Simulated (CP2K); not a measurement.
The system is KBr.

```
Br K
1.0
     4.66690    0.00000    0.00000
     2.33345    4.04166    0.00000
     2.33345    1.34722    3.81051
Br K
1 1
Direct
  0.50000 0.50000 0.50000
  0.00000 0.00000 0.00000
```

Base run:

| Quantity | Value |
| --- | --- |
| Program | CP2K 2026.2 |
| Functional | MS2 |
| Potentials or basis | POTENTIAL_UZH Br GTH-PBE-q7, K GTH-PBE-q9; TZVP-MOLOPT-PBE-GTH basis |
| Density cutoff | 9184 eV |
| k mesh | 7 × 7 × 7 |
| Occupations | fermi-dirac, width 0.05 eV |
| Spin | no spin polarisation |

Its results: band gap on the k mesh 5.04 eV, direct; pressure 0.1 GPa.

Problem. After a change of settings the same cell gave: band gap on the k mesh 4.24 eV, direct; pressure -0.1 GPa. Which change was it?
A. functional from MS2 to vdW-DF-cx
B. functional from MS2 to WC
C. functional from MS2 to LDA
D. functional from MS2 to BEEF-vdW

Solution. B.

MS2 gives the wider gap, since meta-GGAs in the generalised Kohn-Sham scheme recover part of the derivative discontinuity.

Caveats: the potentials were made for another functional, which shifts forces and pressure; the basis of atomic orbitals isn't converged, which shifts pressures, moduli and gaps.

Runs at the PBE level aren't shown here.
